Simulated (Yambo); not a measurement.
# TePb (Fm-3m) in Yambo: a series of runs, part 2 of 2

Yambo 5.3.0. The steps go on from the part before.

**3. Optical spectrum, PBE (cell stretched)**

File optics1.in:

```
optics
chi
Chimod= "HARTREE"
% BndsRnXd
 1 | 40 |
%
NGsBlkXd= 3 Ry
% LongDrXd
 1 | 0 | 0 |
%
% QpntsRXd
 1 | 1 |
%
% EnRngeXd
 0 | 20 | eV
%
% DmRngeXd
 0.1 | 0.1 | eV
%
ETStpsXd= 200
```

File scf.in:

```
&CONTROL
  calculation = 'scf'
  prefix = 'pwscf'
  outdir = './tmp'
  pseudo_dir = './pseudo'
/
&SYSTEM
  ibrav = 0
  nat = 2
  ntyp = 2
  ecutwfc = 80
  nbnd = 22
  occupations = 'smearing'
  smearing = 'fd'
  degauss = 0.00367493
  force_symmorphic = .true.
/
&ELECTRONS
  conv_thr = 4d-10
  electron_maxstep = 120
  mixing_beta = 0.5
/
ATOMIC_SPECIES
Pb   207.2000 Pb.upf
Te   127.6000 Te.upf
CELL_PARAMETERS angstrom
   0.0000000000    3.3149593702    3.3149593702
   3.3149593702    0.0000000000    3.3149593702
   3.3149593702    3.3149593702    0.0000000000
ATOMIC_POSITIONS crystal
Pb     0.0000000000    0.0000000000    0.0000000000
Te     0.5000000000    0.5000000000    0.5000000000
K_POINTS automatic
8 8 8 0 0 0
```

File nscf.in:

```
&CONTROL
  calculation = 'nscf'
  prefix = 'pwscf'
  outdir = './tmp'
  pseudo_dir = './pseudo'
/
&SYSTEM
  ibrav = 0
  nat = 2
  ntyp = 2
  ecutwfc = 80
  nbnd = 115
  occupations = 'fixed'
  force_symmorphic = .true.
/
&ELECTRONS
  conv_thr = 1d-08
  diago_full_acc = .true.
  diago_thr_init = 1d-06
/
ATOMIC_SPECIES
Pb   207.2000 Pb.upf
Te   127.6000 Te.upf
CELL_PARAMETERS angstrom
   0.0000000000    3.3149593702    3.3149593702
   3.3149593702    0.0000000000    3.3149593702
   3.3149593702    3.3149593702    0.0000000000
ATOMIC_POSITIONS crystal
Pb     0.0000000000    0.0000000000    0.0000000000
Te     0.5000000000    0.5000000000    0.5000000000
K_POINTS automatic
4 4 4 0 0 0
```

Potentials or basis: PseudoDojo 0.4.1 SR PBE standard.

Launch:

```
> OMP_NUM_THREADS=1 pw.x -in scf.in > scf.out
> OMP_NUM_THREADS=1 pw.x -in nscf.in > nscf.out
> cd tmp/pwscf.save; p2y; mv SAVE ../..; cd ../..
> OMP_NUM_THREADS=1 yambo
> OMP_NUM_THREADS=1 yambo -F optics1.in -J optics1 -C optics1_out
```

Yambo's report:

```text
[... sections 02.01 to 02.04 as in the set-up run ...]

  [02.05] Energies & Occupations
  ==============================

  [X] === General ===
  [X] Electronic Temperature                        :  0.000000  0.000000 [eV K]
  [X] Bosonic    Temperature                        :  0.000000  0.000000 [eV K]
  [X] Finite Temperature mode                       : no
  [X] El. density                                   :  0.41177E+24 [cm-3]
  [X] Fermi Level                                   :  7.818866 [eV]

  [X] === Gaps and Widths ===
  [X] Conduction Band Min                           :  0.879481 [eV]
  [X] Valence Band Max                              :  0.000000 [eV]
  [X] Filled Bands                                  :  15
  [X] Empty Bands                                   :   16  115
  [X] Direct Gap                                    :  0.879481 [eV]
  [X] Direct Gap localized at k                     :  3
  [X] Indirect Gap                                  :  0.879481 [eV]
  [X] Indirect Gap between kpts                     :  3  3
  [X] Last valence band width                       :  2.359781 [eV]
  [X] 1st conduction band width                     :  3.128334 [eV]

 [03] Transferred momenta grid and indexing
 ==========================================

 IBZ Q-points                                      :   8
 BZ  Q-points                                      :   64

 K/Q-points units:
 rlu = crystal or reduced units; cc = cartesian coordinates; iku = interal k-units

 Q [1]          [rlu]:  0.000000  0.000000  0.000000
 Q [2]          [rlu]: -0.62328E-17 -0.62328E-17  0.25000
 Q [3]          [rlu]:  0.12466E-16  0.12466E-16 -0.50000
 Q [4]          [rlu]:  0.58591E-18  0.25000      0.25000
 Q [5]          [rlu]:  0.72293E-17  0.25000      0.50000
 Q [6]          [rlu]:  0.12466E-16  0.25000     -0.25000
 Q [7]          [rlu]: -0.11718E-17 -0.50000     -0.50000
 Q [8]          [rlu]:  0.250000 -0.500000 -0.250000

 [WARNING] [Xd] User bands 1-40 break level degeneracy

 [04] Dipoles
 ============

  [04.01] Setup: observables and procedures
  =========================================

  [WF-Oscillators/G space/Transverse up loader] Normalization (few states)  min/max  :  0.96889E-17   1.0000

  [WR./optics1//ndb.dipoles]------------------------------------------------------
   Brillouin Zone Q/K grids (IBZ/BZ)                :    8   64    8   64
   RL vectors                                       :   7119 [WF]
   Fragmentation                                    : yes
   Electronic Temperature                           :  0.000000 [K]
   Bosonic    Temperature                           :  0.000000 [K]
   DIP band range                                   :    1   40
   DIP band range limits                            :  15  16
   DIP e/h energy range                             : -1.000000 -1.000000 [eV]
   RL vectors in the sum                            :   7119
   [r,Vnl] included                                 : yes
   Bands ordered                                    : yes
   Direct v evaluation                              : no
   Approach used                                    : G-space v
   Dipoles computed                                 : R V P [G-space]
   Wavefunctions                                    : Perdew, Burke & Ernzerhof(X)+Perdew, Burke & Ernzerhof(C)

  [WARNING] [r,Vnl^pseudo] included in position and velocity dipoles.

  [WARNING] In case H contains other non local terms, these are neglected

 [05] Optics
 ===========

 [X-CG] R(p) Tot o/o(of R):   1664  24000    100
```

o-optics1.eps_q1_inv_rpa_dyson:

```text
# Absorption @ Q(1):   1.00000000      0.00000000      0.00000000    [q->0 direction]
#
# [ X ] Hartree size                              :   59
# [GEN] GF Energies                               : Perdew, Burke & Ernzerhof(X)+Perdew, Burke & Ernzerhof(C)
# [GEN] Green`s Function                          : T-ordered
#
# [GEN] Gauge                                     : Length
# [GEN] [r,Vnl] included                          : yes
#
#    E[1] [eV]          Im(eps)            Re(eps)            Im(eps_o)          Re(eps_o)
#
        0.000000           1.599306           29.95652           1.797083           32.60428
        0.100503           1.621978           30.06054           1.822360           32.71897
        0.201005           1.693233           30.37939           1.901844           33.07057
        0.301508           1.824189           30.93496           2.048100           33.68348
        0.402010           2.039352           31.76956           2.289006           34.60488
        0.502513           2.392515           32.95763           2.686447           35.91797
[... 192 lines left out ...]
        19.89950           0.371762           0.651344           0.801424           0.594639
        20.00000           0.422137           0.708352           0.998872           0.185750
#
```

It took 2.3 min on 1 thread of Arm Neoverse V2, shared host; peak memory 0.35 GiB.

What came out:

| Item | Value |
| --- | --- |
| Band gap on the k mesh, mean-field level | 0.88 eV, direct |
| Electronic dielectric constant along the field | 29.96 |
| Electronic dielectric constant along the field, independent particles | 32.60 |

Dielectric function (along the field direction of the input):
| energy (eV) | real part | imaginary part |
| --- | --- | --- |
| 0.30 | 30.93 | 1.82 |
| 0.90 | 36.86 | 12.01 |
| 1.61 | -12.74 | 47.81 |
| 2.31 | -0.60 | 36.59 |
| 3.02 | -9.42 | 12.08 |
| 3.62 | -11.14 | 8.38 |
| 4.32 | -4.77 | 1.03 |
| 5.03 | -3.07 | 4.69 |
| 5.73 | -0.86 | 0.92 |
| 6.33 | -1.92 | 1.74 |
| 7.04 | 2.06 | 5.63 |
| 7.74 | -1.49 | 1.46 |
| 8.44 | -2.12 | 1.48 |
| 9.05 | -0.19 | 0.95 |
| 9.75 | 0.00 | 1.41 |
| 10.45 | -1.58 | 1.20 |
| 11.16 | -0.09 | 0.60 |
| 11.76 | -0.19 | 0.46 |
| 12.46 | -0.05 | 0.69 |
| 13.17 | -0.11 | 0.39 |
| 13.87 | -0.04 | 0.24 |
| 14.47 | 0.22 | 0.23 |
| 15.18 | 0.54 | 0.25 |
| 15.88 | 0.35 | 0.63 |
| 16.58 | 0.65 | 0.28 |
| 17.19 | 0.28 | 0.44 |
| 17.89 | 0.72 | 0.31 |
| 18.59 | 0.46 | 0.47 |
| 19.30 | 0.51 | 0.50 |
| 20.00 | 0.71 | 0.42 |

Caveat: spectra need much finer meshes, so this one isn't converged; these spectra lack excitons; spin-orbit coupling is left out, which as a rule narrows the gap of such compounds by several tenths of an eV.

**4. Optical spectrum by the Bethe-Salpeter equation, PBE (cell stretched)**

File bse2.in:

```
optics
bse
bss
rim_cut
em1s
RandQpts= 1000000
RandGvec= 50 RL
Chimod= "HARTREE"
% BndsRnXs
 1 | 40 |
%
NGsBlkXs= 5 Ry
% LongDrXs
 1 | 0 | 0 |
%
BSKmod= "SEX"
BSEmod= "retarded"
BSSmod= "d"
% BSEQptR
 1 | 1 |
%
% BSEBands
 14 | 17 |
%
BSENGexx= 20 Ry
BSENGBlk= 5 Ry
% BEnRange
 0 | 20 | eV
%
% BDmRange
 0.1 | 0.1 | eV
%
BEnSteps= 200
% BLongDir
 1 | 0 | 0 |
%
BSEprop= "abs"
WRbsWF
% KfnQP_E
 0.4 | 1.0 | 1.0 |
%
```

scf.in is that of step 3.

nscf.in is that of step 3.

Potentials or basis: PseudoDojo 0.4.1 SR PBE standard.

Launch:

```
> OMP_NUM_THREADS=1 pw.x -in scf.in > scf.out
> OMP_NUM_THREADS=1 pw.x -in nscf.in > nscf.out
> cd tmp/pwscf.save; p2y; mv SAVE ../..; cd ../..
> OMP_NUM_THREADS=1 yambo
> mkdir -p bse2; ln -s $PWD/g0w00/ndb.RIM bse2/
> OMP_NUM_THREADS=1 yambo -F bse2.in -J bse2 -C bse2_out
> OMP_NUM_THREADS=1 ypp -J bse2 -C bse2_out -e s -b 1
```

Yambo's report:

```text
[... sections 02.01 to 02.04 as in the set-up run ...]

  [02.05] Energies & Occupations
  ==============================

  [X] === General ===
  [X] Electronic Temperature                        :  0.000000  0.000000 [eV K]
  [X] Bosonic    Temperature                        :  0.000000  0.000000 [eV K]
  [X] Finite Temperature mode                       : no
  [X] El. density                                   :  0.41177E+24 [cm-3]
  [X] Fermi Level                                   :  7.818866 [eV]

  [X] === Gaps and Widths ===
  [X] Conduction Band Min                           :  0.879481 [eV]
  [X] Valence Band Max                              :  0.000000 [eV]
  [X] Filled Bands                                  :  15
  [X] Empty Bands                                   :   16  115
  [X] Direct Gap                                    :  0.879481 [eV]
  [X] Direct Gap localized at k                     :  3
[... 289 lines left out ...]
    [K] Bands                                        :  14  17
    [K] Exchange                                     : yes [res]
    [K] Correlation                                  : yes [res]
    [K] Kernel`s coupling                            : no
    [K] Exchange                                     : no [cpl]
    [K] Correlation                                  : no [cpl]
    [K] W interaction is bare                        : no
    [K] ALDA kernel in R-space                       : no
    [K] RL vectors                                   :   749 [exchange]
    [K] RL vectors                                   :  113 [correlation]
    [K] E/h energy range                             : -1.000000 -1.000000 [eV]
    [K] Coupling range                               :  100.0000  100.0000 [o/o]
    [W] Interaction is diagonal                      : no
    [W] Matrix size                                  :  113
    [W] Bands                                        :    1   40
    [W] e/h energy range                             : -1.000000 -1.000000 [eV]
    [W] Poles                                        :  100.0000 [o/o]
    [W] RL vectors in the sum                        :   7119
    [W] [r,Vnl] included                             : yes
    [W] Field direction                              :  0.100000E-4   0.00000      0.00000
    [W] Coulomb Cutoff                               : none
    [W] Hxc Kernel                                   : HARTREE
    [RIM] RL components                              :   51 [col]
    [RIM] Random points                              :  1000000 [col]
    [SOC] Perturbative SOC                           : no
    [K] Kernel long-range exchange                   : BAR
    [BSS] Eigenstates included                       : yes
    [BSS] Field direction                            :  0.100000E-4   0.00000      0.00000
    [BSS] Eigenstates computed                       :  256
    [BSS] Number of BSE matrices                     :  1
```

o-bse2.eps_q1_diago_bse:

```text
# Absorption @ Q(1):   1.00000000      0.00000000      0.00000000    [q->0 direction]
#
[... 52 lines left out ...]
#
        0.000000           0.000000           18.79947           0.000000           17.46562
        0.100503           0.093261           18.84551           0.074254           17.50236
        0.201005           0.190538           18.98555           0.151318           17.61392
        0.301508           0.296422           19.22553           0.234360           17.80447
        0.402010           0.416845           19.57631           0.327380           18.08154
        0.502513           0.560349           20.05528           0.435958           18.45708
[... 192 lines left out ...]
        19.89950           0.002635           0.744816           0.002850           0.724609
        20.00000           0.002594           0.747443           0.002806           0.727451
#
```

It took 3.3 min on 1 thread of Arm Neoverse V2, shared host; peak memory 0.34 GiB.

Results:

- Band gap on the k mesh, mean-field level: 0.88 eV, direct
- Exciton binding energy: 0.05 eV
- Lowest exciton energy: 1.23 eV
- Lowest bright exciton energy: 1.23 eV

Dielectric function (along the field direction of the input):
| energy (eV) | real part | imaginary part |
| --- | --- | --- |
| 0.30 | 19.23 | 0.30 |
| 0.90 | 24.10 | 1.90 |
| 1.61 | 40.77 | 15.48 |
| 2.31 | 6.35 | 63.06 |
| 3.02 | -19.70 | 13.12 |
| 3.62 | -9.95 | 2.82 |
| 4.32 | -5.45 | 0.81 |
| 5.03 | -0.95 | 1.32 |
| 5.73 | -2.64 | 1.05 |
| 6.33 | -1.09 | 3.71 |
| 7.04 | -2.02 | 0.21 |
| 7.74 | -1.13 | 0.08 |
| 8.44 | -0.66 | 0.06 |
| 9.05 | -0.42 | 0.04 |
| 9.75 | -0.18 | 0.03 |
| 10.45 | -0.01 | 0.02 |
| 11.16 | 0.13 | 0.02 |
| 11.76 | 0.23 | 0.01 |
| 12.46 | 0.32 | 0.01 |
| 13.17 | 0.39 | 0.01 |
| 13.87 | 0.46 | 0.01 |
| 14.47 | 0.51 | 0.01 |
| 15.18 | 0.55 | 0.01 |
| 15.88 | 0.59 | 0.01 |
| 16.58 | 0.63 | 0.00 |
| 17.19 | 0.65 | 0.00 |
| 17.89 | 0.68 | 0.00 |
| 18.59 | 0.71 | 0.00 |
| 19.30 | 0.73 | 0.00 |
| 20.00 | 0.75 | 0.00 |

Lowest exciton energies (eV): 1.23, 1.23, 1.23, 1.23, 1.78, 1.78, 1.79, 1.80

Excitons:
| energy (eV) | strength (relative to the strongest) |
| --- | --- |
| 1.229 | 8.8e-11 |
| 1.230 | 8.3e-06 |
| 1.230 | 0.21 |
| 1.230 | 0.0021 |
| 1.783 | 1 |
| 1.784 | 2.2e-07 |
| 1.790 | 1.1e-08 |
| 1.800 | 6.4e-12 |
| 1.849 | 1e-08 |
| 1.855 | 9.6e-10 |
| 1.861 | 0.12 |
| 1.868 | 5.8e-13 |

Caveat: the scissor is the correction of the direct gap in an earlier G0W0 run on the same states; exciton energies and binding change strongly with the k mesh and aren't converged on this one; spectra need much finer meshes, so this one isn't converged; spin-orbit coupling is left out, which as a rule narrows the gap of such compounds by several tenths of an eV. A k mesh can miss the band edges.
